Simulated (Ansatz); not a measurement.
# ZnS: the cost of one run

Computed with Ansatz 0.2.0 (DFT PBE, scalar-relativistic, plane waves, PAW, unless a step's input says otherwise).

1 further run of the same task is left out (set aside as unsound or not needed).

### 1 The system as given

The structure is cubic, space group F-43m (No. 216). Conventional cell: a = 5.443 Å, b = 5.443 Å, c = 5.443 Å, α = 90.00°, β = 90.00°, γ = 90.00°. Zn (site symmetry -43m) has 4 S at 2.36 Å as nearest neighbours. S (site symmetry -43m) has 4 Zn at 2.36 Å as nearest neighbours.

Coordinates:

```cif
data_structure
_symmetry_space_group_name_H-M 'P 1'
_symmetry_Int_Tables_number 1
_cell_length_a 3.8491
_cell_length_b 3.8491
_cell_length_c 3.8491
_cell_angle_alpha 60.000
_cell_angle_beta 60.000
_cell_angle_gamma 60.000
_cell_volume 40.32
loop_
_atom_site_label
_atom_site_type_symbol
_atom_site_fract_x
_atom_site_fract_y
_atom_site_fract_z
_atom_site_occupancy
Zn1 Zn 0.00000 0.00000 0.00000 1
S1 S 0.75000 0.75000 0.75000 1
```

This cell was relaxed beforehand with the same method: volume 20.16 Å³/atom, gap on the mesh 2.02 eV.

### 2 The cell under 12 GPa

What is minimised here is the enthalpy; the energy can go up as the cell is squeezed.

input.yaml

```yaml
crystal:
  lattice:
    - [0.0, 2.7216977293, 2.7216977293]
    - [2.7216977293, 0.0, 2.7216977293]
    - [2.7216977293, 2.7216977293, 0.0]
  atoms:
    - { symbol: Zn, position: [0.0, 0.0, 0.0] }
    - { symbol: S, position: [0.75, 0.75, 0.75] }
basis:
  ecutwfc: 420
kpoints:
  mp_grid: { grid: [10, 10, 10] }
hamiltonian:
  xc: pbe
scf:
  occupations: { method: fixed }
output:
  forces: true
  stress: true
  eigenvalues: true
  write_density: true
  write_potential: true
  elf: true
  volumetric_format: npy
relax:
  adjacent_minimum: "off"
  f_tol: 0.001
  max_steps: 60
  cell: { stress_tol: 0.02, p_target: 12.0 }
```

On the command line:

```sh
$ ansatz run input.yaml --threads 1 --pin off --max-ram 3072MiB --backend cpu --events-out ev --progress --plain --runs-dir out
```

Q: Estimate wall time and peak memory on 1 thread of Arm Neoverse V1, shared host.

About 21 s, with a peak of 0.33 GiB.
